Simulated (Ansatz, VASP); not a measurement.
## Ga in VASP and in Ansatz

```
Ga
1.0
    -1.65498    1.65498    1.65498
     1.65498   -1.65498    1.65498
     1.65498    1.65498   -1.65498
Ga
1
Direct
  0.00000 0.00000 0.00000
```

Alike in both runs: functional r2SCAN; k mesh 24 × 24 × 24; occupations gaussian, width 0.1 eV; no spin polarisation.

Ansatz relaxed the structure, and its values are those at the end. VASP's run is a single point on that final structure, the one shown.

|  | VASP | Ansatz |
| --- | --- | --- |
| version | VASP 6.6.1 | Ansatz 0.2.0 |
| potentials or method | VASP PAW PBE potentials, release 64 (Ga_d) | scalar-relativistic, plane waves, PAW |
| plane-wave cutoff (eV) | 520 | 500 |
| valence electrons in the cell | 13 | 13 |

|  | VASP | Ansatz | Ansatz less VASP |
| --- | --- | --- | --- |
| gap on the k mesh at the Fermi level (eV) | none | none | - |
| pressure (GPa) | 0.2 | 0.0 | -0.17 |

A gap of «none» marks a metal or a gap that the smearing closes. With one functional, cell and mesh, what is left measures potentials, basis and numerics.

Caveats: the PAW data sets were made with another functional, which shifts forces and pressure a little (VASP).
